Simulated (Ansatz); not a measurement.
Which YAML input does this script hand to the engine? (the Python package of Ansatz (0.2.0))

`eps.py`:
```python
"""Response of ZnO to an electric field."""

import ansatz
import numpy as np
from pymatgen.core import Lattice, Structure
from pymatgen.io.ase import AseAtomsAdaptor

pmg_structure = Structure(
    Lattice([(3.287967, 0.0, 0.0), (-1.643984, 2.847463, 0.0), (0.0, 0.0, 7.130441)]),
    ["Zn", "Zn", "O", "O"],
    [
        (0.0, 0.0, 0.75),
        (0.0, 0.0, 0.25),
        (1 / 3, 2 / 3, 0.25),
        (2 / 3, 1 / 3, 0.75),
    ],
)
cell = ansatz.Crystal.from_ase(AseAtomsAdaptor.get_atoms(pmg_structure))

# an insulator: whole occupations
calculation = cell.calculation()
calculation = calculation.basis(420)
calculation = calculation.kpoints(mesh=(12, 12, 4)).functional("pbesol")
calculation = calculation.occupations("fixed")
calculation = calculation.dielectric()
done = calculation.run()
response = done.dielectric
eps = np.asarray(response.eps_inf)

values = np.linalg.eigvalsh(eps)
print("principal values of eps_inf:", np.round(values, 3))
print("refractive indices:", np.round(np.sqrt(values), 3))
for site, z in zip(done.lattice.sites, response.zstar_e):
    print(f"{site.symbol:2s} Z* trace/3 = {np.trace(z) / 3:+.3f} e")
print(f"charge neutrality missed by {response.zstar_sum_residual_pre_e:.4f} e before the sum rule")
```

```console
$ python eps.py
principal values of eps_inf: [2.922 5.363 5.363]
refractive indices: [1.709 2.316 2.316]
Zn Z* trace/3 = +1.992 e
Zn Z* trace/3 = +1.992 e
O  Z* trace/3 = -1.992 e
O  Z* trace/3 = -1.992 e
charge neutrality missed by 0.0033 e before the sum rule
```

`input.yaml`:
```yaml
crystal:
  lattice:
    - [3.287967, 0.0, 0.0]
    - [-1.643984, 2.847463, 0.0]
    - [0.0, 0.0, 7.130441]
  atoms:
    - { symbol: Zn, position: [0.0, 0.0, 0.75] }
    - { symbol: Zn, position: [0.0, 0.0, 0.25] }
    - { symbol: O, position: [0.33333333333333326, 0.6666666666666666, 0.25] }
    - { symbol: O, position: [0.6666666666666665, 0.3333333333333333, 0.75] }
basis:
  ecutwfc: 420.0
kpoints:
  mp_grid:
    grid: [12, 12, 4]
hamiltonian:
  xc: pbesol
scf:
  occupations:
    method: fixed
dielectric: {}
```

With fixed filling the reported Fermi level is the top filled level among the k-points of the SCF. Averages over directions belong to no single polarisation, least of all in layered crystals. Pressure is positive in compression. This cell is a computed structure, which may not be the phase found in nature. This is the electronic (clamped-ion) response; a semilocal gap that is too small tends to raise it. The typed mesh is that of the SCF; the response is solved on denser meshes that the run picks. The whole script took 6.5 min on 1 thread of Arm Neoverse V1 (shared host), peak memory 1.9 GiB.
